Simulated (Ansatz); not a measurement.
# How far is this Zn3O4 from the hull?

Level of theory: DFT PBE, scalar-relativistic, plane waves, PAW (Ansatz 0.2.0). Settings: cutoff 420 eV, Γ-centred meshes spaced at most about 0.3 Å⁻¹, and about 0.25 Å⁻¹ or finer for metals (2π included), Gaussian smearing. No spin polarisation.

Formation energies are uncorrected and refer to the elements' standard structures at the same level (O₂ as a molecule).

All energies are static (0 K, no zero-point motion). A magnetic state wasn't ruled out in cells without spin, among them Zn3O4 P6/mmm.

The competitors are the elements and 2 reference phases of this chemical system (from databases or known types: Zn5O12, ZnO), relaxed at the same level; other known phases may be missing.

The candidate was reached from: Zr4Al3 type (P6/mmm).

```
CELL_PARAMETERS angstrom
5.43420 0.00000 0.00000
-2.71710 4.70615 0.00000
0.00000 0.00000 3.22279
ATOMIC_POSITIONS crystal
Zn 0.00000 0.50000 0.00000
Zn 0.50000 0.00000 0.00000
Zn 0.50000 0.50000 0.00000
O 0.00000 0.00000 0.20843
O 0.00000 0.00000 0.79157
O 0.33333 0.66667 0.50000
O 0.66667 0.33333 0.50000
```

The lowest competing mixture at this composition:

```tsv
phase	space group	source	share of atoms	ΔE_f (eV/atom)
O₂ gas	-	element	0.1429	0.000
ZnO	P6_3mc (No. 186)	COD	0.8571	-1.424
```

Question: What are the hull's energy here, the candidate's formation energy and its margin?

Answer: The hull lies at -1.221 eV/atom, the weighted sum of the last column. The candidate has -0.250 eV/atom, which is 0.97 eV/atom above it. The candidate matches no cell in the subsets of the Crystallography Open Database and the Materials Project at hand. Such a cell could exist only far from equilibrium. It holds O–O pairs (shortest 1.34 Å, as in superoxide).
